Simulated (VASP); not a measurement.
# Cu (Fm-3m) in VASP: a series of runs

One crystal, Cu, is run at these levels: PBEsol, r2SCAN; tasks: single point.

All numbers are computed with VASP 6.6.1; they aren't measurements. Logs are shortened: lines on timing, memory, paths and dates and some standing lists are left out, and cuts for length are marked.

### Step 1. The structure

Symmetry: Fm-3m, No. 225, cubic system. The conventional cell has a = 3.570 Å, b = 3.570 Å, c = 3.570 Å, α = 90.00°, β = 90.00°, γ = 90.00°. Cu (site symmetry m-3m) has 12 Cu at 2.52 Å as nearest neighbours.

### Step 2. Single point, PBEsol

INCAR reads:

```
PREC = Accurate
ENCUT = 520
EDIFF = 1E-6
ISMEAR = 0
SIGMA = 0.5
LREAL = F
LASPH = T
NELM = 80
ALGO = Fast
ISIF = 2
LWAVE = F
LCHARG = T
GGA = PS
LELF = T
LVHAR = T
```

KPOINTS reads:

```
Automatic mesh
0
Gamma
  20 20 20
```

POSCAR reads:

```
Cu
1.0
    0.0000000000      1.7851100000      1.7851100000
    1.7851100000      0.0000000000      1.7851100000
    1.7851100000      1.7851100000      0.0000000000
Cu
1
Direct
    0.0000000000      0.0000000000      0.0000000000
```

Potentials or basis: VASP PAW PBE potentials, release 64 (Cu).

The run is started by

```
$ cat potpaw_PBE.64/Cu/POTCAR > POTCAR
$ mpirun -np 1 vasp_std > vasp.out
```

OUTCAR:

```text
PREC = Accurate
   ENCUT = 520
   EDIFF = 1E-6
   ISMEAR = 0
   LREAL = F
   LASPH = T
   NELM = 80
   ISIF = 2
   GGA = PS

 ion  position               nearest neighbor table
   1  0.000  0.000  0.000-

  LATTYP: Found a face centered cubic cell.
 ALAT       =     3.5702200000

  Lattice vectors:

 A1 = (   0.0000000000,   1.7851100000,   1.7851100000)
 A2 = (   1.7851100000,   0.0000000000,   1.7851100000)
 A3 = (   1.7851100000,   1.7851100000,   0.0000000000)

Analysis of symmetry for initial positions (statically):
=====================================================================
 Subroutine PRICEL returns:
 Original cell was already a primitive cell.

 Routine SETGRP: Setting up the symmetry group for a
 face centered cubic supercell.

 Subroutine GETGRP returns: Found 48 space group operations
 (whereof 48 operations were pure point group operations)
 out of a pool of 48 trial point group operations.

The static configuration has the point symmetry O_h .

Analysis of symmetry for dynamics (positions and initial velocities):
=====================================================================
 Subroutine PRICEL returns:
 Original cell was already a primitive cell.

 Routine SETGRP: Setting up the symmetry group for a
 face centered cubic supercell.

 Subroutine GETGRP returns: Found 48 space group operations
 (whereof 48 operations were pure point group operations)
 out of a pool of 48 trial point group operations.

The dynamic configuration has the point symmetry O_h .

 Subroutine INISYM returns: Found 48 space group operations
 (whereof 48 operations are pure point group operations),
 and found     1 'primitive' translations

----------------------------------------------------------------------------------------

                                     Primitive cell

  volume of cell :      11.3769

  direct lattice vectors                    reciprocal lattice vectors
     0.000000000  1.785110000  1.785110000    -0.280094784  0.280094784  0.280094784
     1.785110000  0.000000000  1.785110000     0.280094784 -0.280094784  0.280094784
     1.785110000  1.785110000  0.000000000     0.280094784  0.280094784 -0.280094784

  length of vectors
     2.524526772  2.524526772  2.524526772     0.485138397  0.485138397  0.485138397

  position of ions in fractional coordinates (direct lattice)
     0.000000000  0.000000000  0.000000000
[... 79 lines left out ...]
   NSW    =      0    number of steps for IOM
   IBRION =     -1    ionic relax: 0-MD 1-quasi-New 2-CG
   NFREE  =      0    steps in history (QN), initial steepest desc. (CG)
   ISIF   =      2    stress and relaxation
   ISYM   =      2    0-nonsym 1-usesym 2-fastsym
   POTIM  = 0.5000    time-step for ionic-motion
   TEBEG  =    0.0;   TEEND  =   0.0 temperature during run
   PSTRESS=    0.0 pullay stress
   NELECT =      11.0000    total number of electrons
   NUPDOWN=      -1.0000    fix difference up-down
   EMIN   =  10.00;   EMAX   =-10.00  energy-range for DOS
   EFERMI =   0.00;   METHOD = LEGACY
   ISMEAR =     0;   SIGMA  =   0.50  broadening in eV -4-tet -1-fermi 0-gaus
   EFERMI_NEDOS =   21; number of points for ismear=-14 and -15
   IALGO  =     68    algorithm
   IMIX   =      4    mixing-type and parameters
     AMIX     =   0.40;   BMIX     =  1.00
     AMIX_MAG =   1.60;   BMIX_MAG =  1.00
  volume/ion in A,a.u.               =      11.38        76.78
  Fermi-wavevector in a.u.,A,eV,Ry     =   1.618816  3.059118 35.654942  2.620564
  Thomas-Fermi vector in A             =   2.713018
   LORBIT       =      0    0 simple, 1 ext, 2 COOP (PROOUT), +10 PAW based schemes
   GGA     = PS    functional components
   LHFCALC =     F    Hartree Fock is set to
   AEXX    =    0.0000 exact exchange contribution
   IVDW    =     0    specifies the selected vdW correction
   LEPSILON=     F    determine dielectric tensor
   LRPA    =     F    only Hartree local field effects (RPA)
 non-spin polarized calculation
 RMM-DIIS sequential band-by-band and
 Gauss-broadening in eV      SIGMA  =   0.50
  energy-cutoff  :      520.00
  volume of cell :       11.38
 maximum number of plane-waves:       331
   NGX =  9   NGY =  9   NGZ =  9

 number of electron      11.0000013 magnetization

 Free energy of the ion-electron system (eV)
  ---------------------------------------------------
  ext. energy  EPLUGINS =         0.00000000
  ---------------------------------------------------
  free energy    TOTEN  =        -4.32720512 eV

  energy without entropy =       -4.29059991  energy(sigma->0) =       -4.30890251

 E-fermi :   7.8864     XC(G=0): -13.1286

 val. band max:        7.8706359404   @ k =  -0.4500   0.1000   0.0000
 cond. band min:       7.8874486791   @ k =   0.4500   0.3500   0.0000
 fundamental gap:      0.0168127387
 Fermi energy:         7.8863675411

 k-point     1 :       0.0000    0.0000    0.0000
  band No.  band energies     occupation
      1      -1.8073      2.00000
      2       4.7191      2.00000
      3       4.7191      2.00000
      4       4.7191      2.00000
      5       5.6002      2.00000
      6       5.6002      2.00000
      7      30.7533      0.00000
      8      33.6587      0.00000
      9      33.6587      0.00000
[... 265 lines left out ...]
 k-point    24 :      -0.3500    0.0500    0.0000
  band No.  band energies     occupation
      1       2.0898      2.00000
      2       4.7487      2.00000
      3       4.7915      2.00000
      4       4.9017      2.00000
      5       5.9313      2.00000
      6       6.2249      2.00000
      7      15.3460      0.00000
      8      28.0572      0.00000
      9      30.4424      0.00000

 [... further k-points ...]

------------------------ aborting loop because EDIFF is reached ----------------------------------------

  FORCE on cell =-STRESS in cart. coord.  units (eV):
  Direction    XX          YY          ZZ          XY          YZ          ZX
  --------------------------------------------------------------------------------------
  -------------------------------------------------------------------------------------
  Total        0.0152341      0.0152341      0.0152341      0.0000000      0.0000000      0.0000000
  in kB        2.1453651      2.1453651      2.1453651      0.0000000      0.0000000      0.0000000
  external PRESSURE =       2.1453651 kB  Pullay stress =       0.0000000 kB

 VOLUME and BASIS-vectors are now :
 -----------------------------------------------------------------------------
  energy-cutoff  :      520.00
  volume of cell :       11.38
      direct lattice vectors                 reciprocal lattice vectors
     0.000000000  1.785110000  1.785110000    -0.280094784  0.280094784  0.280094784
     1.785110000  0.000000000  1.785110000     0.280094784 -0.280094784  0.280094784
     1.785110000  1.785110000  0.000000000     0.280094784  0.280094784 -0.280094784

 POSITION                                       TOTAL-FORCE (eV/Angst)
 -----------------------------------------------------------------------------------
      0.00000      0.00000      0.00000         0.000000     -0.000000     -0.000000
 -----------------------------------------------------------------------------------
    total drift:                                0.000000      0.000000      0.000000

  FREE ENERGIE OF THE ION-ELECTRON SYSTEM (eV)
  ---------------------------------------------------
  free  energy   TOTEN  =        -4.3272051219 eV

  energy  without entropy=       -4.2905999075  energy(sigma->0) =       -4.30890251
```

OSZICAR:

```text
N       E                     dE             d eps       ncg     rms          rms(c)
DAV:   1     0.357126046968E+02    0.35713E+02   -0.57343E+03  4744   0.208E+03
DAV:   2    -0.502819167230E+01   -0.40741E+02   -0.38802E+02  4641   0.198E+02
DAV:   3    -0.543303213824E+01   -0.40484E+00   -0.40369E+00  5565   0.289E+01
DAV:   4    -0.543567967415E+01   -0.26475E-02   -0.26472E-02  5584   0.209E+00
DAV:   5    -0.543570881035E+01   -0.29136E-04   -0.29137E-04  5412   0.172E-01    0.849E+00
RMM:   6    -0.472146530529E+01    0.71424E+00   -0.64361E+00  5389   0.635E+01    0.473E+00
RMM:   7    -0.433932528625E+01    0.38214E+00   -0.11192E+00  5334   0.276E+01    0.110E+00
RMM:   8    -0.432893303385E+01    0.10392E-01   -0.39210E-02  5573   0.254E+00    0.308E-01
RMM:   9    -0.432707876788E+01    0.18543E-02   -0.88182E-03  5561   0.245E+00    0.291E-02
RMM:  10    -0.432720673861E+01   -0.12797E-03   -0.12466E-03  5796   0.527E-01    0.178E-02
RMM:  11    -0.432721421938E+01   -0.74808E-05   -0.13777E-04  5640   0.270E-01    0.340E-02
RMM:  12    -0.432720265736E+01    0.11562E-04   -0.58640E-05  5926   0.142E-01    0.176E-03
RMM:  13    -0.432720496587E+01   -0.23085E-05   -0.18706E-05  5007   0.542E-02    0.324E-03
RMM:  14    -0.432720512192E+01   -0.15605E-06   -0.11761E-06  3290   0.197E-02
   1 F= -.43272051E+01 E0= -.43089025E+01  d E =-.366052E-01
```

Run time: 14 s. Hardware: 1 thread of Intel Xeon 6975P-C (Granite Rapids), shared host; peak memory 0.14 GiB.

Results:

- Free energy: -4.3272 eV
- Pressure: 0.2 GPa
- Band gap on the k mesh: none (metal or under the smearing width)

Levels at points of the mesh, in eV from the Fermi level:
```csv
k point,band 3,band 4,band 5,band 6,band 7,band 8,band 9
"(0.00, 0.00, 0.00)",-3.17,-3.17,-2.29,-2.29,22.87,25.77,25.77
"(0.50, 0.00, 0.00)",-3.20,-1.69,-1.69,-1.17,3.91,21.34,22.59
"(0.50, 0.50, 0.00)",-1.70,-1.54,-1.54,1.41,7.34,13.31,13.31
```

Caveat: the PAW data sets were made with another functional, which shifts forces and pressure a little.

### Step 3. Single point, PBEsol

Changes to INCAR since step 2:

```diff
@@ -1,6 +1,6 @@
 PREC = Accurate
-ENCUT = 520
+ENCUT = 900
 EDIFF = 1E-6
 ISMEAR = 0
-SIGMA = 0.5
+SIGMA = 0.1
 LREAL = F
```

KPOINTS is that of step 2.

POSCAR is that of step 2.

Potentials or basis: VASP PAW PBE potentials, release 64 (Cu).

The run is started by

```
$ cat potpaw_PBE.64/Cu/POTCAR > POTCAR
$ mpirun -np 1 vasp_std > vasp.out
```

Wall time 34 s (1 thread of Intel Xeon 6975P-C (Granite Rapids), shared host); peak memory 0.21 GiB.

The run converged. Its results:

| Item | Value |
| --- | --- |
| Free energy | -4.3103 eV |
| Pressure | 0.3 GPa |
| Band gap on the k mesh | none (metal or under the smearing width) |

Levels at points of the mesh, in eV from the Fermi level:
```tsv
k point	band 2	band 3	band 4	band 5	band 6	band 7	band 8	band 9
(0.00, 0.00, 0.00)	-3.11	-3.11	-3.11	-2.23	-2.23	22.92	25.82	25.82
(0.50, 0.00, 0.00)	-3.14	-3.14	-1.62	-1.62	-1.11	3.97	21.39	22.64
(0.50, 0.50, 0.00)	-4.59	-1.64	-1.48	-1.48	1.46	7.40	13.36	13.36
```

Caveat: the PAW data sets were made with another functional, which shifts forces and pressure a little.

### Step 4. Single point, r2SCAN

INCAR reads:

```
PREC = Accurate
ENCUT = 520
EDIFF = 1E-6
ISMEAR = 0
SIGMA = 0.1
LREAL = F
LASPH = T
NELM = 80
ALGO = Normal
ISIF = 2
LWAVE = F
LCHARG = T
METAGGA = R2SCAN
LMIXTAU = T
LELF = T
LVHAR = T
```

KPOINTS is that of step 3.

POSCAR is that of step 3.

The run is started by

```
$ cat potpaw_PBE.64/Cu/POTCAR > POTCAR
$ mpirun -np 1 vasp_std > vasp.out
```

Run time: 52 s. Hardware: 1 thread of Intel Xeon 6975P-C (Granite Rapids), shared host; peak memory 0.15 GiB.

Results (log left out):

```
Free energy            : -10.8276 eV
Pressure               : 1.5 GPa
Band gap on the k mesh : none (metal or under the smearing width)
```

Levels at points of the mesh, in eV from the Fermi level:
```tsv
k point	band 4	band 5	band 6	band 7	band 8	band 9
(0.00, 0.00, 0.00)	-3.23	-2.36	-2.36	23.72	27.06	27.06
(0.50, 0.00, 0.00)	-1.74	-1.74	-1.13	4.20	22.21	23.78
(0.50, 0.50, 0.00)	-1.58	-1.58	1.59	7.73	14.10	14.10
```

Caveat: the PAW data sets were made with another functional, which shifts forces and pressure a little.

### Step 5. The runs side by side

```csv
level,cutoff (eV),smearing,further INCAR settings,gap on the mesh (eV),pressure (GPa)
PBEsol,520,gaussian 0.5 eV,ALGO = Fast; EDIFF = 1e-06,none,0.2
PBEsol,900,gaussian 0.1 eV,ALGO = Fast; EDIFF = 1e-06,none,0.3
r2SCAN,520,gaussian 0.1 eV,ALGO = Normal; EDIFF = 1e-06,none,1.5
```

Alike in all rows: task single point; potentials or basis VASP PAW PBE potentials, release 64 (Cu); no spin polarisation; cell as given; k mesh 20 × 20 × 20.

Every run on the cell as given and a fine mesh finds a metal. The pressure there spans 0.2 GPa (PBEsol) to 1.5 GPa (r2SCAN); a positive pressure means that this level wants a larger cell, a negative one a smaller.

Caveats: the PAW data sets were made with another functional, which shifts forces and pressure a little.

Absolute energies hang on the potentials; compare differences alone.
